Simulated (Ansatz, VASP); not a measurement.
# Si23BO48 (B_Si) in two plane-wave programs, part 2 of 2

Aim: how closely do two programs agree when they are given the same cell, functional and k mesh? The structure shown is the start of the Ansatz relaxation below; VASP solves that cell, so the two are compared at the walk's first step.

VASP 6.6.1 and Ansatz 0.2.0.

So far: The structure; Ansatz: relaxation, r2SCAN.

## Step 3: VASP: single point, r2SCAN, start cell

Level of this step: r2SCAN; plane waves and PAW (Si, O, B) (VASP).

The same cell, functional, mesh and smearing now go to VASP, with its own data sets.

Lines of VASP's logs that name or quote its potential files are left out, and so is its time.

The input, INCAR:

```
SYSTEM = Si23BO48
PREC = Accurate
ENCUT = 580
EDIFF = 1E-06
NELM = 120
ISMEAR = -1
SIGMA = 0.01
LREAL = Auto
ALGO = Normal
METAGGA = R2SCAN
LASPH = .TRUE.
NELECT = 382
NBANDS = 248
LORBIT = 11
LWAVE = .FALSE.
LCHARG = .FALSE.
ISIF = 2
ISYM = 0
GGA_COMPAT = .FALSE.
LMIXTAU = .TRUE.
NCORE = 2
```

The input, POSCAR:

```
Si23BO48
1.0
    9.8422041343      0.0000000000      0.0000000000
   -4.9211020672      8.5235988096      0.0000000000
    0.0000000000      0.0000000000     10.8330695259
Si O B
23 48 1
Direct
    0.2674438736      0.2711071992      0.0011478741
    0.0049733696      0.2342822609      0.3334655050
    0.2301337233      0.9974770047      0.1635879836
    0.0026854922      0.2371060681      0.8372691580
    0.2396435925      0.0032013473      0.6645422133
    0.2701381151      0.7708363740      0.9992330890
    0.9964515741      0.7358633530      0.3310296303
    0.2332775997      0.4944318819      0.1669086491
    0.2597176478      0.7630882384      0.5005631125
    0.9972291010      0.7351983757      0.8297395284
    0.2373764188      0.4970807630      0.6673032037
    0.7623680592      0.2670458865      0.9973133192
    0.5041884646      0.2330853486      0.3327315487
    0.7332379319      0.0022977384      0.1703126704
    0.7670306838      0.2617546942      0.5017412643
    0.5030526968      0.2317658356      0.8325264578
    0.7376558615      0.0050152525      0.6689837061
    0.7676502935      0.7710569381      0.0013971109
    0.4952905483      0.7292548768      0.3324703115
    0.7386348165      0.5002742498      0.1694897273
    0.7644333920      0.7617571105      0.4965304605
    0.4990091119      0.7351533243      0.8377580314
    0.7354220244      0.5052932565      0.6654246041
    0.1354786396      0.2023637009      0.3938163592
    0.2919675973      0.4254816634      0.0547625951
    0.0687321379      0.3630657741      0.2218993420
    0.2096270112      0.1362050263      0.1116612422
    0.3687679581      0.0719283033      0.2709203512
    0.4237164236      0.2880900492      0.4424274199
    0.1353508658      0.2074553296      0.8968440548
    0.2917302502      0.4244623757      0.5626911177
    0.0731193526      0.3697567272      0.7286212815
    0.2059615333      0.1308821573      0.6111687905
    0.3624709423      0.0708256000      0.7704191301
    0.4260712278      0.2958542578      0.9441662841
    0.1322182751      0.7083814167      0.3956030181
    0.2979562349      0.9272396762      0.0600592471
    0.0713982426      0.8652757086      0.2210436289
    0.2074753119      0.6318439101      0.1112931101
    0.3649931099      0.5668128109      0.2748900478
    0.4297758940      0.7969664166      0.4373812970
    0.1288211573      0.7026532025      0.8927359856
    0.2947032637      0.9302968355      0.5547431396
    0.0678895168      0.8662318775      0.7275460553
    0.2014262827      0.6296123410      0.6071978938
    0.3616935343      0.5715290113      0.7776837377
    0.4334498399      0.7948524035      0.9419926620
    0.6347341071      0.2026370596      0.3950405737
    0.7969214799      0.4256184601      0.0590234373
    0.5708739133      0.3649281330      0.2301408658
    0.7061902299      0.1369407484      0.1116432418
    0.8678821870      0.0774980164      0.2761363243
    0.9257728245      0.2930461717      0.4367942058
    0.6316383088      0.2028964571      0.8957436280
    0.7878049678      0.4242570633      0.5601231475
    0.5728374161      0.3691434886      0.7221565394
    0.7041237860      0.1288134302      0.6087259926
    0.8642453454      0.0693332726      0.7784476948
    0.9334950511      0.2957182824      0.9396886059
    0.6388026561      0.7086254451      0.3891408608
    0.7969322306      0.9284206327      0.0624569978
    0.5739684391      0.8616961173      0.2247999050
    0.7031993739      0.6368900181      0.1083502693
    0.8603525143      0.5697156927      0.2721406886
    0.9246864459      0.7931816303      0.4446797824
    0.6321274466      0.7037334973      0.8962215166
    0.7971824308      0.9305706635      0.5624133571
    0.5663675945      0.8618052262      0.7249189144
    0.7055347834      0.6339749349      0.6122456783
    0.8674894532      0.5704387441      0.7779795911
    0.9309626264      0.7919848354      0.9439463095
    0.2678788298      0.2712246378      0.4990421216
```

The input, KPOINTS:

```
Points of the shifted mesh
1
Reciprocal
 0.2500000000  0.2500000000  0.2500000000 1
```

Potentials, in the order of the species: Si, O and B (PBE family, release 64).

Started as:

```sh
$ mpirun -np 8 vasp_std
```

Numbers of over 12 decimals in the logs are rounded to 6 here.

The log of the run:

```text
[banner, memory and clock lines left out]
running    8 mpi-ranks, on    1 nodes
[...]
|                                                                             |
|               ----> ADVICE to this user running VASP <----                  |
|                                                                             |
|     You enforced a specific xc type in the INCAR file but a different       |
|     [... a line on the potential file left out ...]
|     I HOPE YOU KNOW WHAT YOU ARE DOING!                                     |
|                                                                             |

 LDA part: xc-table for (None), standard interpolation
 POSCAR, INCAR and KPOINTS ok, starting setup
[...]
entering main loop
       N       E                     dE             d eps       ncg     rms          rms(c)
DAV:   1     0.237878881197E+04    0.23788E+04   -0.21636E+05   496   0.159E+03
DAV:   2    -0.668746373460E+03   -0.30475E+04   -0.29749E+04   584   0.355E+02
DAV:   3    -0.887416023256E+03   -0.21867E+03   -0.21691E+03   600   0.984E+01
DAV:   4    -0.890861136291E+03   -0.34451E+01   -0.34321E+01   600   0.131E+01
DAV:   5    -0.890935735679E+03   -0.74599E-01   -0.74499E-01   592   0.178E+00BRMIX: very serious problems
 the old and the new charge density differ
 old charge density:   383.00000 new  382.00000
    0.720E+01
DAV:   6    -0.762896384989E+03    0.12804E+03   -0.24144E+02   568   0.268E+01    0.408E+01
DAV:   7    -0.717637088097E+03    0.45259E+02   -0.25072E+01   648   0.147E+01    0.181E+01
DAV:   8    -0.742508599949E+03   -0.24872E+02   -0.32249E+01   576   0.100E+01    0.102E+01
DAV:   9    -0.717308291367E+03    0.25200E+02   -0.80696E+00   560   0.730E+00    0.642E+00
[...]
DAV:  27    -0.705803002592E+03    0.78527E-05   -0.14494E-05   520   0.102E-02    0.149E-02
DAV:  28    -0.705803009369E+03   -0.67772E-05   -0.10784E-05   480   0.874E-03    0.110E-02
DAV:  29    -0.705803009470E+03   -0.10094E-06   -0.75527E-06   336   0.473E-03
   1 F= -.70580301E+03 E0= -.70578829E+03  d E =-.294363E-01
```

From OUTCAR (step 3):

```text
  Total      -14.9525159    -12.9095789    -17.3494863     -2.8045841      8.5189086      6.3003019
  in kB      -26.3607617    -22.7591354    -30.5865366     -4.9443835     15.0185375     11.1072115
  external PRESSURE =     -26.5688112 kB  Pullay stress =       0.0000000 kB

 POSITION                                       TOTAL-FORCE (eV/Angst)
 -----------------------------------------------------------------------------------
      1.29809      2.31081      0.01243         0.879887     -3.297764      0.035345
     -1.10398      1.99693      3.61246        -0.455248      0.729958      0.398085
     -2.64366      8.50209      1.77216         1.991881      1.161213      0.786198
     -1.14039      2.02100      9.07020         0.875009     -1.070262     -2.055105
      2.34287      0.02729      7.19903        -1.576872     -2.782727     -0.602517
     -1.13461      6.57030     10.82476        -0.355063     -3.216718     -0.124122
      6.18602      6.27220      3.58607         0.621386     -0.073867      0.972258
     -0.13718      4.21434      1.80813         0.163665      0.822014     -0.575540
     -1.19904      6.50426      5.42263         2.277713      0.458183      0.160681
      6.19695      6.26654      8.98863         0.693386     -0.147722      2.097804
     -0.10988      4.23692      7.22894        -1.550309      0.708172      0.443030
      6.18922      2.27619     10.80396         3.405962     -0.906040      1.701491
      3.81529      1.98673      3.60450        -1.508318     -1.261322      1.188430
      7.20537      0.01959      1.84501         1.081330     -0.127159     -0.595700
[...]
-----------------------------------------------------------------------------------
    total drift:                                0.003721      0.012424      0.002618

  FREE ENERGIE OF THE ION-ELECTRON SYSTEM (eV)
  ---------------------------------------------------
  free  energy   TOTEN  =      -705.8030094697 eV

  energy  without entropy=     -705.7735731273  energy(sigma->0) =     -705.78829130

[... 3 further parts left out ...]
[key lines of the parts left out:]
E-fermi :   0.5176
```

The run ends at a pressure of -2.66 GPa, with forces up to 5.3 eV/Å.

## Step 4: Differences

Known differences besides the potentials themselves: VASP keeps PBE cores, Ansatz makes them for the functional; the cutoff is 500 eV in Ansatz and 580 eV in VASP (PREC = Accurate, projectors in real space). Total energies have different zeros and are not compared.

Forces on 9 of the 72 atoms, those with the largest forces and the largest differences (eV/Å; atoms numbered as in POSCAR):

```csv
atom,"Ansatz x, y, z","VASP x, y, z"
Si5,"-1.574, -2.746, -0.629","-1.577, -2.783, -0.603"
Si12,"3.377, -0.906, 1.715","3.406, -0.906, 1.701"
Si20,"-3.425, -0.821, -3.650","-3.434, -0.829, -3.660"
Si21,"-2.132, 1.299, 3.117","-2.126, 1.322, 3.150"
O27,"-0.667, 1.092, -1.120","-0.673, 1.125, -1.146"
O31,"2.199, -3.495, -2.889","2.200, -3.501, -2.897"
O33,"-1.507, 3.871, -3.138","-1.537, 3.929, -3.179"
O59,"-3.159, 0.221, 2.091","-3.190, 0.212, 2.108"
O64,"2.354, 2.246, 2.888","2.349, 2.271, 2.889"
```

The forces differ by 15 meV/Å r.m.s., which is 1.0 % of the r.m.s. force of 1.427 eV/Å (both taken over all components). The cell carries a charge of +1 e against a uniform background, so its pressure also hangs on how the neutralising background is counted, and in a defect's cell a gap may be the spacing between its levels.

## Step 5: Outcome

```
r.m.s. force difference (single point, r2SCAN, start cell) : 1.0 % of the r.m.s. force
```

In words: The r.m.s. force difference is 1.0 % of the r.m.s. force (single point, r2SCAN, start cell), within the 3 % picked in this series as the mark of a large difference. VASP runs on this material, other cells of it included, that failed, so that no pair exists: single point, r2SCAN (timeout). Such differences can come from data sets, numerical settings and the points named under the comparisons, not from the functional's error against experiment.

[Lines on the potential files, build, host, timing and source positions are cut from VASP's logs without a mark.]

[Logs are printed without paths, hosts, clocks, repeated set-up lines and the standing remarks that a program may print on its own settings, such as how far it seeks lower states.]

[Hosts, paths, dates, database ids (printed as entryN), source tags and the programs' standing remarks are cut or masked in the printed files.]
